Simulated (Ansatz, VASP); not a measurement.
**Two plane-wave programs on Al2Ru**

INCAR

```
  PREC = Accurate
  ENCUT = 520
  EDIFF = 1E-7
  ISMEAR = -1
  SIGMA = 0.05
  LREAL = False
  LASPH = True
  NELM = 80
  ALGO = Normal
  ISIF = 2
  LWAVE = False
  LCHARG = False
  GGA = PS
  NBANDS = 17
```

File KPOINTS:

```
regular mesh
0
Gamma
  12 12 12
```

POSCAR

```
Al2Ru
1.0
   -1.5285673427      1.5285673427      4.1356221097
    1.5285673427     -1.5285673427      4.1356221097
    1.5285673427      1.5285673427     -4.1356221097
Ru Al
1 2
Direct
    0.0000000000      0.0000000000      0.0000000000
    0.3407978100      0.3407978100      0.0000000000
    0.6592021900      0.6592021900      0.0000000000
```

The input input.yaml:

```yaml
crystal:
  lattice:
    - [-1.5285673427, 1.5285673427, 4.1356221097]
    - [1.5285673427, -1.5285673427, 4.1356221097]
    - [1.5285673427, 1.5285673427, -4.1356221097]
  atoms:
    - { symbol: Ru, position: [0.0, 0.0, 0.0] }
    - { symbol: Al, position: [0.34079781, 0.34079781, 0.0] }
    - { symbol: Al, position: [0.65920219, 0.65920219, 0.0] }
hamiltonian:
  xc: pbesol
  pseudopotentials: { kind: paw }
kpoints:
  mp_grid: { grid: [12, 12, 12] }
scf:
  occupations: { method: fermi_dirac, width: 0.05 }
output:
  forces: true
  stress: true
  eigenvalues: true
  write_density: true
  write_potential: true
  elf: true
  volumetric_format: npy
```

Change from the starting cell: volume scaled by 0.94.

Alike in both runs: task single point; functional PBEsol; k mesh 12 × 12 × 12; occupations fermi-dirac, width 0.05 eV; no spin polarisation.

|  | VASP | Ansatz |
| --- | --- | --- |
| version | VASP 6.6.1 | Ansatz 0.2.0 |
| potentials or method | VASP PAW PBE potentials, release 64 (Ru_pv, Al) | Ansatz PAW |
| plane-wave cutoff (eV) | 520 | 420 |
| valence electrons in the cell | 20 | 22 |

```csv
,VASP,Ansatz,Ansatz less VASP
gap on the k mesh at the Fermi level (eV),none,none,-
pressure (GPa),12.5,12.4,-0.12
largest component of the traceless stress (GPa),0.09,0.11,+0.014
rms of the force components (eV/Å),0.081,0.081,-0.0004
```

Atom by atom the forces differ by 0.000 eV/Å (rms over components). A gap of «none» marks a metal or a gap that the smearing closes. The two sets of potentials don't hold the same shells in valence.

Caveats: the PAW data sets were made with another functional, which shifts forces and pressure a little (VASP); the PAW data sets come from PBE, with cores solved anew for the run's functional, which leaves a small shift of forces and pressure (Ansatz).
